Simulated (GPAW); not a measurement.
Here is a GPAW 26.7.0 calculation.

File run.py:

```python
from ase import Atoms
from ase.filters import FrechetCellFilter
from ase.io import write
from ase.optimize import BFGS
from gpaw import GPAW, PW, setup_paths

setup_paths.insert(0, '.')

atoms = Atoms(['Ti', 'Al', 'Al', 'Al'],
              cell=[[3.95567125, 0.0, 0.0],
                    [0.0, 3.95567125, 0.0],
                    [0.0, 0.0, 3.95567125]],
              scaled_positions=[[0.0, 0.0, 0.0],
                                [0.0, 0.5, 0.5],
                                [0.5, 0.0, 0.5],
                                [0.5, 0.5, 0.0]],
              pbc=True)

calc = GPAW(mode=PW(600),
            xc='PBEsol',
            kpts={'size': (7, 7, 7), 'gamma': True},
            occupations={'name': 'fermi-dirac', 'width': 0.05},
            nbands=23,
            convergence={'density': 1e-05, 'forces': 0.0001},
            maxiter=150,
            txt='gpaw.txt')
atoms.calc = calc
opt = BFGS(FrechetCellFilter(atoms), trajectory='relax.traj', logfile='-')
done = opt.run(fmax=0.02, steps=60)
calc.write('gs.gpw')
write('result.traj', atoms)
print('Converged:', done)
print('Cell:', atoms.cell.cellpar().round(4))
print('Volume:', round(atoms.get_volume(), 4))
print(atoms.get_scaled_positions().round(5))
```

Potentials or basis: PAW data sets generated in the run's folder for this functional, pw.

Launch:

```bash
$ gpaw-setup -f PBEsol Al Ti
$ OMP_NUM_THREADS=1 python run.py
```

(1) What does it give for the space group after relaxing (to 0.05 Å)?

(2) Predict the relaxed cell.

(3) What does it give for the band gap on the k mesh?

(4) What does it give for the relaxed volume?

Answers

(1) Pm-3m (No. 221).

(2) a = 3.950 Å, b = 3.950 Å, c = 3.950 Å, α = 90.00°, β = 90.00°, γ = 90.00°.

(3) none (metal or under the smearing width).

(4) 15.41 Å³/atom.

Caveat: later steps reuse the first step's grids.
